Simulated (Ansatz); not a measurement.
# SnO2 (Cassiterite) (P4_2/mnm) in Ansatz: further runs

The runs below take SnO2 (Cassiterite) through single point, equation of state, with PBE.

All numbers are computed with Ansatz 0.2.0; they aren't measurements. Logs are shortened: lines on timing, memory, paths and dates and some standing lists are left out, and cuts for length are marked.

### 1 The crystal as given

The structure is tetragonal, space group P4_2/mnm (No. 136). Conventional cell: a = 4.738 Å, b = 4.738 Å, c = 3.187 Å, α = 90.00°, β = 90.00°, γ = 90.00°. Around Sn (site symmetry mmm) lie 6 O at 2.05 to 2.06 Å. O (site symmetry m2m) is surrounded by 3 Sn at 2.05 to 2.06 Å.

### 2 Single point, PBE, 11.21 Å³/atom (volume scaled by 0.94)

File input.yaml:

```yaml
crystal:
  lattice:
    - [4.6412789831, 0.0, 0.0]
    - [0.0, 4.6412789831, 0.0]
    - [0.0, 0.0, 3.1214511354]
  atoms:
    - { symbol: Sn, position: [0.5, 0.5, 0.5] }
    - { symbol: Sn, position: [0.0, 0.0, 0.0] }
    - { symbol: O, position: [0.8071, 0.1929, 0.5] }
    - { symbol: O, position: [0.6929, 0.6929, 0.0] }
    - { symbol: O, position: [0.1929, 0.8071, 0.5] }
    - { symbol: O, position: [0.3071, 0.3071, 0.0] }
hamiltonian:
  xc: pbe
  pseudopotentials: { kind: paw, partial_waves: polarizable }
kpoints:
  mp_grid: { grid: [6, 6, 8] }
scf:
  occupations: { method: fermi_dirac, width: 0.05 }
output:
  forces: true
  stress: true
  eigenvalues: true
```

Potentials or basis: Ansatz PAW polarizable.

The run is started by

```bash
$ ansatz run input.yaml --threads 2 --pin off --max-ram 5120MiB --backend cpu --events-out ev --progress --plain --runs-dir out
```

What it wrote:

```text
Warning: RAYON_NUM_THREADS=2 ignored (pool sized by the plan → 2); use --threads N
Engine: ansatz 0.2.0, x86_64-unknown-linux-gnu
Pseudopotentials: kind: paw
Pseudopotential: Sn, paw, valence charge 14, recommended cutoff 420 eV (normal), Sn.paw.azcp
Pseudopotential: O, paw, valence charge 6, recommended cutoff 420 eV (normal), O.paw.azcp
Functional definition: PBE
  parameter kappa = 0.804
  parameter beta = 0.06672455060314922
  exchange = pbe_x(kappa = kappa, mu = beta*pi^2/3)
  correlation = pbe_c(beta = beta)
Crystal: 6 atoms, lattice volume = 67.241 Å³
Basis set: ecut = 420 eV, 1283 PW (Γ), exchange–correlation on 64×64×48 points (8 copies of the dense FFT grid, shifted against one another)
Bands: 32, of which v1, the nominal top of the filled ones, is band 26 counted from 1 (25 counted from 0)
Symmetry: 16 space group operations
Space group: P42/mnm (ITA 136), of the structure as read, at distance tolerance 4.1e-5 Å
k-points: 50 of 288
Non-local potential: Sn, projectors of the file, l = 0: 2, l = 1: 2, l = 2: 2, l = 3: 2
Non-local potential: O, projectors of the file, l = 0: 2, l = 1: 2, l = 2: 1
PAW form: soft (Blöchl's): semilocal exchange-correlation on the pseudo side does not see the compensation charge
PAW one-centre angular grid: Sn, 590 points (default); XC on 64 Gauss nodes
PAW one-centre angular grid: O, 110 points (default); XC on 64 Gauss nodes
Initial density: superposition of atomic densities (neutral atoms: chi_scale 0, normalization atom), corrected by the library's trained network
Initial wavefunctions: pseudopotential atomic-orbital guess
Functional: x = pbe(κ = 0.804, μ = 0.2195149727645171), c = pbe(β = 0.06672455060314922)
Partial waves of O: polarizable
Partial waves of Sn: polarizable
SCF iter   1: F=—  HF=-14317.330155 eV  |F-HF|=—  |Δ(HF+E_count)|=         —  Δρ=1.23e-3  dr2=2.57e-4  ethr=1.77e-3  ⟨swp⟩=6.1  Hψ=6982  notcnv=0  defer=7
preconditioner: auto → Resta (q_TF=auto, 2.614 Å⁻¹)  ε∞=3.6  [insulator: Δε(μ)=2.028 eV  Ē_g=20.364 eV  σ=0.050 eV  W_gap=1.00  n_scr=18 (ndim 8)  ℏωp=32.7 eV  f_vac=0.014  D(μ)=0.00/eV (n_scr^D=0)  ε∞_Penn≈3.6]
SCF iter   2: F=—  HF=-14317.331742 eV  |F-HF|=—  |Δ(HF+E_count)|=   1.59e-3  Δρ=6.95e-4  dr2=8.34e-5  ethr=4.94e-7  ⟨swp⟩=2.9  Hψ=3523  notcnv=0  defer=12
SCF iter   3: F=—  HF=-14317.331996 eV  |F-HF|=—  |Δ(HF+E_count)|=   2.54e-4  Δρ=1.71e-4  dr2=1.57e-5  ethr=1.60e-7  ⟨swp⟩=2.2  Hψ=2453  notcnv=0
automatic band count: iteration 3 solves 31 bands in place of 32: the levels show a gap, and the empty bands left out lie too high to hold charge; the band table lists the bands solved (type scf.n_extra_bands for more)
SCF iter   4: F=—  HF=-14317.331998 eV  |F-HF|=—  |Δ(HF+E_count)|=   1.93e-6  Δρ=5.35e-5  dr2=1.09e-6  ethr=3.01e-8  ⟨swp⟩=2.6  Hψ=2553  notcnv=0
SCF iter   5: F=—  HF=-14317.331998 eV  |F-HF|=—  |Δ(HF+E_count)|=   4.15e-7  Δρ=2.40e-5  dr2=2.49e-7  ethr=2.09e-9  ⟨swp⟩=2.2  Hψ=2730  notcnv=0
SCF iter   6: F=-14317.331998 eV  HF=-14317.331998 eV  |F-HF|=4.10e-9  |Δ(HF+E_count)|=   2.67e-7  Δρ=4.87e-6  dr2=1.37e-8  ethr=1.92e-10  ⟨swp⟩=8.1  Hψ=7042  notcnv=0
SCF 1 converged in 6 iterations: F = -14317.331998 eV  dr2 = 1.37e-8
SCF converged after 6 iterations
Free energy (F): -14317.331998 eV
Harris-Foulkes:  -14317.331998 eV  (|F-HF|=4.10e-9)
Internal energy: -14317.331998 eV  (E = F + TS)
E sigma→0 (E₀):  -14317.331998 eV
Fermi energy:    11.506078 eV
--- Per-component energies (eV) ---
  E_band       = -65.703544
  E_kinetic    = 1094.527287
  E_local      = -2741.885234  (includes V_loc(G=0)·N_el)
  E_nonlocal   = 136.329757
  E_hartree    = 1453.749644
  E_xc         = -1057.149419
  E_vxc        = -567.107819  (∫ρ·V_xc dr)
  E_paw        = -8932.894395  (= ΣΔE_a)
  E_vpaw       = -895.076366  (= ΣTr[D̂ρ^β])
  E_aug_tail   = 0.009854  (compensation charges beyond the density's cutoff)
  E_ewald      = -4270.019493
  E_smearing   = -0.000000  (= −TS)
  E_closure    = -0.000000  (closes the sum)
  Σ components = -14317.331998   (vs F -14317.331998, Δ=0.00e0)
--- Forces (eV/Å), atoms counted from 1 ---
  atom   1  Sn     0.00000000     0.00000000     0.00000000
  atom   2  Sn     0.00000000    -0.00000000     0.00000000
  atom   3  O     -0.39318418     0.39318418     0.00000000
  atom   4  O      0.39318418     0.39318418     0.00000000
  atom   5  O      0.39318418    -0.39318418     0.00000000
  atom   6  O     -0.39318418    -0.39318418     0.00000000
  max |Σ_I F_I| component: 1.67e-16 eV/Å
--- Stress (GPa, compression-positive) ---
       25.068107       0.000000       0.000000
        0.000000      25.068107       0.000000
        0.000000       0.000000      33.014168
  P = ⅓ Tr σ = 27.7168 GPa (277.168 kbar)
--- Band table (eV; the first three rows and the last of 50) ---
  k-point 0: bands = ["-10.7712", "-9.9049", "-9.4377", "-9.4229", "-9.4229", "-9.3432", "-9.2547", "-9.1364", "-9.1073", "-9.1073", "-8.7015", "-6.8209", "-6.8209", "-4.6215", "2.2203", "6.2174", "6.2174", "6.3239", "7.1343", "8.3722", "8.6316", "9.3133", "9.3133", "9.6554", "9.6554", "10.4822", "12.5123", "17.2096", "17.2096", "17.2402", "21.2992"]
  k-point 1: bands = ["-10.6814", "-9.7593", "-9.6344", "-9.6344", "-9.4022", "-9.3685", "-9.2462", "-9.1371", "-9.1352", "-9.1352", "-8.6419", "-6.4958", "-6.4958", "-4.7599", "2.1808", "6.2115", "6.3786", "6.3786", "7.2400", "7.3983", "8.5221", "8.6741", "8.6741", "9.7113", "9.7113", "10.3348", "13.4232", "17.6044", "17.8942", "17.8942", "20.4352"]
  k-point 2: bands = ["-10.4441", "-10.0348", "-10.0348", "-9.4976", "-9.3740", "-9.3077", "-9.2239", "-9.1863", "-9.1863", "-9.1405", "-8.4007", "-5.8183", "-5.8183", "-5.1983", "2.1505", "5.7611", "6.0846", "6.7610", "6.7610", "7.5520", "7.5762", "7.5762", "8.0153", "9.6074", "9.6074", "9.9231", "15.0608", "18.1743", "19.3930", "19.3930", "19.7812"]
  k-point 49: bands = ["-10.4794", "-10.4794", "-9.8717", "-9.8717", "-9.2562", "-9.2562", "-9.1596", "-9.1596", "-9.1042", "-9.1042", "-6.6673", "-6.6673", "-5.0445", "-5.0445", "2.1970", "2.1970", "5.1689", "5.1689", "7.9456", "7.9456", "8.0713", "8.0713", "9.4502", "9.4502", "9.5721", "9.5721", "16.0950", "16.0950", "19.6941", "19.6941", "22.1414"]
```

Wall time 11 s (2 threads of Intel Xeon at 2.50GHz (Skylake/Cascade Lake), shared host); peak memory 0.44 GiB.

What came out:

```yaml
Free_energy: -14317.3320 eV
Pressure: 27.7 GPa
Largest_force: 0.556 eV/Å
Band_gap_on_the_k_mesh: 2.03 eV, direct
```

Caveat: the pressure holds a Pulay correction of +0.9 GPa for the finite cutoff; spin-orbit coupling is left out, which moves the levels of the heavy elements.

### 3 Single point, PBE, 11.45 Å³/atom (volume scaled by 0.96)

input.yaml: that of step 2 with these lines changed.

```diff
@@ -2,5 +2,5 @@
   lattice:
-    - [4.6412789831, 0.0, 0.0]
-    - [0.0, 4.6412789831, 0.0]
-    - [0.0, 0.0, 3.1214511354]
+    - [4.6739651233, 0.0, 0.0]
+    - [0.0, 4.6739651233, 0.0]
+    - [0.0, 0.0, 3.1434339099]
   atoms:
@@ -23 +23,5 @@
   eigenvalues: true
+  write_density: true
+  write_potential: true
+  elf: true
+  volumetric_format: npy
```

Potentials or basis: Ansatz PAW polarizable.

The run is started by

```bash
$ ansatz run input.yaml --threads 2 --pin off --max-ram 5120MiB --backend cpu --events-out ev --progress --plain --runs-dir out
```

It took 13 s on 2 threads of Intel Xeon at 2.50GHz (Skylake/Cascade Lake), shared host; peak memory 0.45 GiB.

The run converged. Its results:

```yaml
Free_energy: -14317.5512 eV
Pressure: 21.5 GPa
Largest_force: 0.455 eV/Å
Band_gap_on_the_k_mesh: 1.77 eV, direct
```

Caveat: the pressure holds a Pulay correction of +0.9 GPa for the finite cutoff; spin-orbit coupling is left out, which moves the levels of the heavy elements.

### 4 Single point, PBE, 11.68 Å³/atom (volume scaled by 0.98)

input.yaml: that of step 3 with these lines changed.

```diff
@@ -2,5 +2,5 @@
   lattice:
-    - [4.6739651233, 0.0, 0.0]
-    - [0.0, 4.6739651233, 0.0]
-    - [0.0, 0.0, 3.1434339099]
+    - [4.7062003841, 0.0, 0.0]
+    - [0.0, 4.7062003841, 0.0]
+    - [0.0, 0.0, 3.1651134496]
   atoms:
@@ -23,5 +23 @@
   eigenvalues: true
-  write_density: true
-  write_potential: true
-  elf: true
-  volumetric_format: npy
```

The run is started by

```bash
$ ansatz run input.yaml --threads 2 --pin off --max-ram 5120MiB --backend cpu --events-out ev --progress --plain --runs-dir out
```

Run time: 10 s. Hardware: 2 threads of Intel Xeon at 2.50GHz (Skylake/Cascade Lake), shared host; peak memory 0.44 GiB.

It converged, with:

```yaml
Free_energy: -14317.7187 eV
Pressure: 16.0 GPa
Largest_force: 0.362 eV/Å
Band_gap_on_the_k_mesh: 1.52 eV, direct
```

Caveat: the pressure holds a Pulay correction of +0.9 GPa for the finite cutoff; spin-orbit coupling is left out, which moves the levels of the heavy elements.

### 5 Single point, PBE, 11.92 Å³/atom

input.yaml: that of step 4 with these lines changed.

```diff
@@ -2,5 +2,5 @@
   lattice:
-    - [4.7062003841, 0.0, 0.0]
-    - [0.0, 4.7062003841, 0.0]
-    - [0.0, 0.0, 3.1651134496]
+    - [4.738, 0.0, 0.0]
+    - [0.0, 4.738, 0.0]
+    - [0.0, 0.0, 3.1865]
   atoms:
```

The run is started by

```bash
$ ansatz run input.yaml --threads 2 --pin off --max-ram 5120MiB --backend cpu --events-out ev --progress --plain --runs-dir out
```

Wall time 10 s (2 threads of Intel Xeon at 2.50GHz (Skylake/Cascade Lake), shared host); peak memory 0.45 GiB.

Results (log left out):

```yaml
Free_energy: -14317.8393 eV
Pressure: 11.1 GPa
Largest_force: 0.275 eV/Å
Band_gap_on_the_k_mesh: 1.28 eV, direct
```

Caveat: the pressure holds a Pulay correction of +0.8 GPa for the finite cutoff; spin-orbit coupling is left out, which moves the levels of the heavy elements.

### 6 Single point, PBE, 12.16 Å³/atom (volume scaled by 1.02)

input.yaml: that of step 5 with these lines changed.

```diff
@@ -2,5 +2,5 @@
   lattice:
-    - [4.738, 0.0, 0.0]
-    - [0.0, 4.738, 0.0]
-    - [0.0, 0.0, 3.1865]
+    - [4.7693783979, 0.0, 0.0]
+    - [0.0, 4.7693783979, 0.0]
+    - [0.0, 0.0, 3.207603264]
   atoms:
```

Potentials or basis: Ansatz PAW polarizable.

The run is started by

```bash
$ ansatz run input.yaml --threads 2 --pin off --max-ram 5120MiB --backend cpu --events-out ev --progress --plain --runs-dir out
```

Run time: 11 s. Hardware: 2 threads of Intel Xeon at 2.50GHz (Skylake/Cascade Lake), shared host; peak memory 0.45 GiB.

Results (log left out):

```yaml
Free_energy: -14317.9180 eV
Pressure: 6.7 GPa
Largest_force: 0.194 eV/Å
Band_gap_on_the_k_mesh: 1.05 eV, direct
```

Caveat: the pressure holds a Pulay correction of +0.8 GPa for the finite cutoff; spin-orbit coupling is left out, which moves the levels of the heavy elements.

### 7 Single point, PBE, 12.40 Å³/atom (volume scaled by 1.04)

input.yaml: that of step 6 with these lines changed.

```diff
@@ -2,5 +2,5 @@
   lattice:
-    - [4.7693783979, 0.0, 0.0]
-    - [0.0, 4.7693783979, 0.0]
-    - [0.0, 0.0, 3.207603264]
+    - [4.8003492553, 0.0, 0.0]
+    - [0.0, 4.8003492553, 0.0]
+    - [0.0, 0.0, 3.2284324403]
   atoms:
@@ -23 +23,5 @@
   eigenvalues: true
+  write_density: true
+  write_potential: true
+  elf: true
+  volumetric_format: npy
```

The run is started by

```bash
$ ansatz run input.yaml --threads 2 --pin off --max-ram 5120MiB --backend cpu --events-out ev --progress --plain --runs-dir out
```

Run time: 13 s. Hardware: 2 threads of Intel Xeon at 2.50GHz (Skylake/Cascade Lake), shared host; peak memory 0.46 GiB.

Results (log left out):

| Item | Value |
| --- | --- |
| Free energy | -14317.9594 eV |
| Pressure | 2.7 GPa |
| Largest force | 0.119 eV/Å |
| Band gap on the k mesh | 0.84 eV, direct |

Caveat: the pressure holds a Pulay correction of +0.8 GPa for the finite cutoff; spin-orbit coupling is left out, which moves the levels of the heavy elements.

### 8 Single point, PBE, 12.64 Å³/atom (volume scaled by 1.06)

input.yaml: that of step 7 with these lines changed.

```diff
@@ -2,5 +2,5 @@
   lattice:
-    - [4.8003492553, 0.0, 0.0]
-    - [0.0, 4.8003492553, 0.0]
-    - [0.0, 0.0, 3.2284324403]
+    - [4.8309255526, 0.0, 0.0]
+    - [0.0, 4.8309255526, 0.0]
+    - [0.0, 0.0, 3.2489962586]
   atoms:
```

The run is started by

```bash
$ ansatz run input.yaml --threads 2 --pin off --max-ram 5120MiB --backend cpu --events-out ev --progress --plain --runs-dir out
```

It took 15 s on 2 threads of Intel Xeon at 2.50GHz (Skylake/Cascade Lake), shared host; peak memory 0.47 GiB.

Results (log left out):

| Quantity | Value |
| --- | --- |
| Free energy | -14317.9674 eV |
| Pressure | -0.8 GPa |
| Largest force | 0.049 eV/Å |
| Band gap on the k mesh | 0.63 eV, direct |

Caveat: the pressure holds a Pulay correction of +0.8 GPa for the finite cutoff; spin-orbit coupling is left out, which moves the levels of the heavy elements.

### 9 Equation of state, PBE

Potentials or basis: Ansatz PAW polarizable.

No new run: the results of the series are fitted here.

Results:

| Property | Result |
| --- | --- |
| Equilibrium volume | 12.58 Å³/atom |
| Bulk modulus at fixed shape and positions | 182 GPa |
| Pressure derivative of the bulk modulus | 4.8 |

Energy against volume, from the lowest point:
```
volume (Å³/atom)  energy (meV/atom)
          11.207             105.91
          11.445              69.37
          11.684              41.46
          11.922              21.35
          12.161               8.24
          12.399               1.33
          12.637               0.00
```

Caveat: the cell was scaled at fixed shape and fractional positions, which overstates the stiffness of a crystal with free parameters, most of all of layers and chains.
